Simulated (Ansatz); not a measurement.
The system is TiC.

```
Ti C
1.0
     0.00000    2.16572    2.16572
     2.16572    0.00000    2.16572
     2.16572    2.16572    0.00000
Ti C
1 1
Direct
  0.00000 0.00000 0.00000
  0.50000 0.50000 0.50000
```

The cell is a database's computed one.

```yaml
Program: Ansatz 0.2.0
Task: relaxation of cell and atoms
Functional: PBE
Dispersion: D4
Potentials_or_basis: Ansatz PAW
Cutoff: "420 eV (not typed: the program's choice for these potentials)"
k_mesh: 11 × 11 × 11
Occupations: fermi-dirac, width 0.05 eV
Spin: no spin polarisation
```

At the start: volume 10.16 Å³/atom.

How do energy, volume and symmetry change on relaxing?

It ends after 4 steps and the volume is 9.98 Å³/atom (-1.8 %); space group Fm-3m (No. 225, to 0.05 Å).

Step by step:
```tsv
step	energy change (eV)	largest force (eV/Å)	volume (Å³)
1	0.0000	0.0000	20.32
2	-0.0057	0.0000	20.00
3	-0.0058	0.0000	19.95
4	-0.0052	0.0000	19.95
```

Final structure:
```
Ti C
1.0
     0.00000    2.15275    2.15275
     2.15275    0.00000    2.15275
     2.15275    2.15275    0.00000
Ti C
1 1
Cartesian
  0.0000 0.0000 0.0000
  2.1527 2.1527 2.1527
```

Caveat: the plane-wave basis is chosen anew once the cell has moved, so the energies of steps on either side of that aren't comparable.
